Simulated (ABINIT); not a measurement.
# Ir (Fm-3m) in ABINIT: a series of runs

Aim: see how the results for Ir move with the level of theory and the settings. Levels: BLYP+D3, PBE, BLYP. Tasks: equation of state.

Everything below comes from runs of ABINIT 10.8.3 (patched build). Logs are shortened: lines on timing, memory, paths and dates and some standing lists are left out, and cuts for length are marked. The log counts tension as positive stress, the text compression.

## 1. The structure

The structure is cubic, space group Fm-3m (No. 225). Conventional cell: a = 3.831 Å, b = 3.831 Å, c = 3.831 Å, α = 90.00°, β = 90.00°, γ = 90.00°. Ir (site symmetry m-3m) is surrounded by 12 Ir at 2.71 Å.

## 2. Equation of state, BLYP+D3

Contents of run.abi:

```
ndtset 7
getwfk -1
scalecart1 3*0.9795861087
scalecart2 3*0.9864848297
scalecart3 3*0.9932883884
scalecart4 3*1.0000000000
scalecart5 3*1.0066227096
scalecart6 3*1.0131594038
scalecart7 3*1.0196128224

pp_dirpath "./"
pseudos "Ir.GGA_PBE-JTH.xml"

acell 5.1193956283 5.1193956283 5.1193956283
rprim
     0.0000000000     0.7071067812     0.7071067812
     0.7071067812     0.0000000000     0.7071067812
     0.7071067812     0.7071067812     0.0000000000
ntypat 1
znucl 77
natom 1
typat 1
xred
     0.0000000000     0.0000000000     0.0000000000

ecut 17.0
pawecutdg 34.0

kptopt 1
ngkpt 12 12 12
nshiftk 1
shiftk 0.0 0.0 0.0

ixc -106131
vdw_xc 6

nband 12
occopt 3
tsmear 0.00183747

nstep 100
tolvrs 1.0e-9

iomode 3
prtwf 1
prtden 0
prteig 0
prtebands 0
enunit 1
```

Potentials or basis: JTH PAW PBE v2.0.

Command:

```console
$ abinit run.abi > log 2>&1
```

run.abo:

```text
.Version 10.8.3 of ABINIT
 DATASET    1 : space group Fm -3 m (#225); Bravais cF (face-center cubic)
================================================================================
 Values of the parameters that define the memory need for DATASET  1.
     intxc =       0    ionmov =       0      iscf =      17    lmnmax =      18
     lnmax =       6     mgfft =      20  mpssoang =       3    mqgrid =    3001
     natom =       1  nloc_mem =       2    nspden =       1   nspinor =       1
    nsppol =       1      nsym =      48    n1xccc =       1    ntypat =       1
    occopt =       3   xclevel =       2
       mpw =         310          nfft =        8000          nkpt =          72
 PAW method is used; the additional fine FFT grid is defined by:
   mgfftf=        30    nfftf =     27000
================================================================================
================================================================================

 DATASET    2 : space group Fm -3 m (#225); Bravais cF (face-center cubic)
================================================================================
 Values of the parameters that define the memory need for DATASET  2.
     intxc =       0    ionmov =       0      iscf =      17    lmnmax =      18
     lnmax =       6     mgfft =      20  mpssoang =       3    mqgrid =    3001
     natom =       1  nloc_mem =       2    nspden =       1   nspinor =       1
    nsppol =       1      nsym =      48    n1xccc =       1    ntypat =       1
    occopt =       3   xclevel =       2
       mpw =         316          nfft =        8000          nkpt =          72
 PAW method is used; the additional fine FFT grid is defined by:
   mgfftf=        30    nfftf =     27000
================================================================================
================================================================================
[... 57 lines left out ...]
 DATASET    7 : space group Fm -3 m (#225); Bravais cF (face-center cubic)
================================================================================
 Values of the parameters that define the memory need for DATASET  7.
     intxc =       0    ionmov =       0      iscf =      17    lmnmax =      18
     lnmax =       6     mgfft =      20  mpssoang =       3    mqgrid =    3001
     natom =       1  nloc_mem =       2    nspden =       1   nspinor =       1
    nsppol =       1      nsym =      48    n1xccc =       1    ntypat =       1
    occopt =       3   xclevel =       2
       mpw =         347          nfft =        8000          nkpt =          72
 PAW method is used; the additional fine FFT grid is defined by:
   mgfftf=        30    nfftf =     27000
================================================================================
================================================================================

--------------------------------------------------------------------------------
------------- Echo of variables that govern the present computation ------------
--------------------------------------------------------------------------------
 -outvars: echo values of preprocessed input variables --------
            acell      5.1193956283E+00  5.1193956283E+00  5.1193956283E+00 Bohr
              amu      1.92220000E+02
             ecut      1.70000000E+01 Hartree
           enunit           1
           getwfk          -1
                       outvar_i_n : Printing only first  50 k-points.
              ixc     -106131
           jdtset        1    2    3    4    5    6    7
                       outvar_i_n : Printing only first  50 k-points.
         kptrlatt       12    0    0      0   12    0      0    0   12
          kptrlen1     6.01786661E+01
          kptrlen2     6.06024735E+01
          kptrlen3     6.10204348E+01
          kptrlen4     6.14327475E+01
          kptrlen5     6.18395988E+01
          kptrlen6     6.22411659E+01
          kptrlen7     6.26376171E+01
            natom           1
            nband          12
           ndtset           7
            ngfft          20      20      20
          ngfftdg          30      30      30
             nkpt          72
            nstep         100
             nsym          48
           ntypat           1
                       prtocc : prtvol=0, do not print more k-points.
           occopt           3
        pawecutdg      3.40000000E+01 Hartree
         pawxcdev           0
           prtden           0
        prtebands           0
           prteig           0
            rprim1     0.0000000000E+00  6.9267198023E-01  6.9267198023E-01
                       6.9267198023E-01  0.0000000000E+00  6.9267198023E-01
                       6.9267198023E-01  6.9267198023E-01  0.0000000000E+00
            rprim2     0.0000000000E+00  6.9755011263E-01  6.9755011263E-01
                       6.9755011263E-01  0.0000000000E+00  6.9755011263E-01
                       6.9755011263E-01  6.9755011263E-01  0.0000000000E+00
            rprim3     0.0000000000E+00  7.0236095512E-01  7.0236095512E-01
                       7.0236095512E-01  0.0000000000E+00  7.0236095512E-01
                       7.0236095512E-01  7.0236095512E-01  0.0000000000E+00
            rprim4     0.0000000000E+00  7.0710678120E-01  7.0710678120E-01
                       7.0710678120E-01  0.0000000000E+00  7.0710678120E-01
                       7.0710678120E-01  7.0710678120E-01  0.0000000000E+00
            rprim5     0.0000000000E+00  7.1178974407E-01  7.1178974407E-01
                       7.1178974407E-01  0.0000000000E+00  7.1178974407E-01
                       7.1178974407E-01  7.1178974407E-01  0.0000000000E+00
            rprim6     0.0000000000E+00  7.1641188486E-01  7.1641188486E-01
                       7.1641188486E-01  0.0000000000E+00  7.1641188486E-01
                       7.1641188486E-01  7.1641188486E-01  0.0000000000E+00
            rprim7     0.0000000000E+00  7.2097514092E-01  7.2097514092E-01
                       7.2097514092E-01  0.0000000000E+00  7.2097514092E-01
                       7.2097514092E-01  7.2097514092E-01  0.0000000000E+00
          spgroup         225
           tolvrs      1.00000000E-09
           tsmear      1.83747000E-03 Hartree
            typat      1
           useylm           1
           vdw_xc           6
                       outvars : Printing only first  50 k-points.
            znucl       77.00000

================================================================================

 chkinp: Checking input parameters for consistency, jdtset=   1.

 chkinp: Checking input parameters for consistency, jdtset=   2.

 chkinp: Checking input parameters for consistency, jdtset=   3.

 chkinp: Checking input parameters for consistency, jdtset=   4.

 chkinp: Checking input parameters for consistency, jdtset=   5.

 chkinp: Checking input parameters for consistency, jdtset=   6.

 chkinp: Checking input parameters for consistency, jdtset=   7.

================================================================================
== DATASET  1 ==================================================================
[... 18 lines left out ...]
 getcut: wavevector=  0.0000  0.0000  0.0000  ngfft=  20  20  20
         ecut(hartree)=     17.000   => boxcut(ratio)=   2.14872

 Fine grid specifications (used for densities):

 getcut: wavevector=  0.0000  0.0000  0.0000  ngfft=  30  30  30
         ecut(hartree)=     34.000   => boxcut(ratio)=   2.28159

 getcut : COMMENT -
  Note that boxcut > 2.2 ; recall that boxcut=Gcut(box)/Gcut(sphere) = 2
  is sufficient for exact treatment of convolution.
  Such a large boxcut is a waste : you could raise ecut
  e.g. ecut=   44.248003 Hartrees makes boxcut=2

--- Pseudopotential description ------------------------------------------------
- pspini: atom type   1  psp file is ./Ir.GGA_PBE-JTH.xml
 Pseudopotential format is: paw10
 basis_size (lnmax)=  6 (lmn_size= 18), orbitals=   0   0   1   1   2   2
 Spheres core radius: rc_sph= 2.51065676
 Shapefunction is SIN type: shapef(r)=[sin(pi*r/rshp)/(pi*r/rshp)]**2
 Radius for shape functions =  2.20407242
 Compensation charge density is not taken into account in XC energy/potential

   5.25859805E+02                                ecore*ucvol(ha*bohr**3)
--------------------------------------------------------------------------------

[... 7 lines left out ...]

     iter   Etot(hartree)      deltaE(h)  residm     nres2
 ETOT  1  -75.481560783411    -7.548E+01 2.654E+01 2.810E+00
 ETOT  2  -77.021960142329    -1.540E+00 1.995E-01 7.786E+00
 ETOT  3  -77.003564148093     1.840E-02 7.648E-02 2.989E+00
 ETOT  4  -76.995078380828     8.486E-03 2.297E-02 1.902E-01
 ETOT  5  -76.994992208127     8.617E-05 5.575E-03 1.139E-03
 ETOT  6  -76.995023396663    -3.119E-05 1.480E-03 1.176E-03
 ETOT  7  -76.995022543937     8.527E-07 2.658E-03 4.677E-04
 ETOT  8  -76.995021804417     7.395E-07 7.299E-04 5.182E-06
 ETOT  9  -76.995021844632    -4.021E-08 1.217E-03 4.737E-07
 ETOT 10  -76.995021844836    -2.037E-10 8.577E-04 8.648E-08
 ETOT 11  -76.995021844720     1.160E-10 7.824E-04 9.244E-10
[... 1154 lines left out ...]
--- !EnergyTermsWithPAWCore
iteration_state     : {dtset: 7, }
comment             : 'Components of total free energy, including PAW core contributions'
Total energy        : -1.78288523514982E+04
Total energy DC     : -1.78288523428252E+04
Total energy (eV)   : -4.85147787659184E+05
Total energy DC (eV): -4.85147787423178E+05
...

 Cartesian components of stress tensor (hartree/bohr^3)
  sigma(1 1)=  4.19022169E-04  sigma(3 2)=  0.00000000E+00
  sigma(2 2)=  4.19022169E-04  sigma(3 1)=  0.00000000E+00
  sigma(3 3)=  4.19022169E-04  sigma(2 1)=  0.00000000E+00

-Cartesian components of stress tensor (GPa)         [Pressure= -1.2328E+01 GPa]
- sigma(1 1)=  1.23280578E+01  sigma(3 2)=  0.00000000E+00
- sigma(2 2)=  1.23280578E+01  sigma(3 1)=  0.00000000E+00
- sigma(3 3)=  1.23280578E+01  sigma(2 1)=  0.00000000E+00

== END DATASET(S) ==============================================================
================================================================================

 -outvars: echo values of variables after computation  --------
            acell      5.1193956283E+00  5.1193956283E+00  5.1193956283E+00 Bohr
           etotal1    -7.6995021845E+01
           etotal2    -7.6996934308E+01
           etotal3    -7.6998212260E+01
           etotal4    -7.6998931756E+01
           etotal5    -7.6999153890E+01
           etotal6    -7.6998930066E+01
           etotal7    -7.6998316583E+01
            fcart1    -0.0000000000E+00 -0.0000000000E+00 -0.0000000000E+00
            fcart2    -0.0000000000E+00 -0.0000000000E+00 -0.0000000000E+00
            fcart3    -0.0000000000E+00 -0.0000000000E+00 -0.0000000000E+00
            fcart4    -0.0000000000E+00 -0.0000000000E+00 -0.0000000000E+00
            fcart5    -0.0000000000E+00 -0.0000000000E+00 -0.0000000000E+00
            fcart6    -0.0000000000E+00 -0.0000000000E+00 -0.0000000000E+00
            fcart7    -0.0000000000E+00 -0.0000000000E+00 -0.0000000000E+00
            rprim1     0.0000000000E+00  6.9267198023E-01  6.9267198023E-01
                       6.9267198023E-01  0.0000000000E+00  6.9267198023E-01
                       6.9267198023E-01  6.9267198023E-01  0.0000000000E+00
            rprim2     0.0000000000E+00  6.9755011263E-01  6.9755011263E-01
                       6.9755011263E-01  0.0000000000E+00  6.9755011263E-01
                       6.9755011263E-01  6.9755011263E-01  0.0000000000E+00
            rprim3     0.0000000000E+00  7.0236095512E-01  7.0236095512E-01
                       7.0236095512E-01  0.0000000000E+00  7.0236095512E-01
                       7.0236095512E-01  7.0236095512E-01  0.0000000000E+00
            rprim4     0.0000000000E+00  7.0710678120E-01  7.0710678120E-01
                       7.0710678120E-01  0.0000000000E+00  7.0710678120E-01
                       7.0710678120E-01  7.0710678120E-01  0.0000000000E+00
            rprim5     0.0000000000E+00  7.1178974407E-01  7.1178974407E-01
                       7.1178974407E-01  0.0000000000E+00  7.1178974407E-01
                       7.1178974407E-01  7.1178974407E-01  0.0000000000E+00
            rprim6     0.0000000000E+00  7.1641188486E-01  7.1641188486E-01
                       7.1641188486E-01  0.0000000000E+00  7.1641188486E-01
                       7.1641188486E-01  7.1641188486E-01  0.0000000000E+00
            rprim7     0.0000000000E+00  7.2097514092E-01  7.2097514092E-01
                       7.2097514092E-01  0.0000000000E+00  7.2097514092E-01
                       7.2097514092E-01  7.2097514092E-01  0.0000000000E+00
           strten1    -1.1867408550E-03 -1.1867408550E-03 -1.1867408550E-03
                       0.0000000000E+00  0.0000000000E+00  0.0000000000E+00
           strten2    -8.3080659485E-04 -8.3080659485E-04 -8.3080659485E-04
                       0.0000000000E+00  0.0000000000E+00  0.0000000000E+00
           strten3    -5.1783639686E-04 -5.1783639686E-04 -5.1783639686E-04
                       0.0000000000E+00  0.0000000000E+00  0.0000000000E+00
           strten4    -2.4065843032E-04 -2.4065843032E-04 -2.4065843032E-04
                       0.0000000000E+00  0.0000000000E+00  0.0000000000E+00
           strten5     6.5454311930E-06  6.5454311930E-06  6.5454311930E-06
                       0.0000000000E+00  0.0000000000E+00  0.0000000000E+00
           strten6     2.2775494771E-04  2.2775494771E-04  2.2775494771E-04
                       0.0000000000E+00  0.0000000000E+00  0.0000000000E+00
           strten7     4.1902216875E-04  4.1902216875E-04  4.1902216875E-04
                       0.0000000000E+00  0.0000000000E+00  0.0000000000E+00
 Calculation completed.
```

Run time: 45 s. Hardware: 1 thread of Arm Neoverse V2, shared host; peak memory 0.13 GiB.

What came out:

```yaml
Equilibrium_volume: 14.33 Å³/atom
Bulk_modulus: 350 GPa
Pressure_derivative_of_the_bulk_modulus: 5.0
```

Energy against volume, from the lowest point:
```csv
volume (Å³/atom),energy (meV/atom)
13.215,112.44
13.496,60.40
13.778,25.62
14.059,6.04
14.340,0.00
14.621,6.09
14.902,22.78
```

Caveat: pressures at fixed basis lie under the slope of the energies; the PAW data sets were made with another functional, which shifts forces and pressure a little; the atomic spheres overlap. Zero-point motion and thermal expansion aren't in these numbers.

(Part 1 of 2 ends here.)
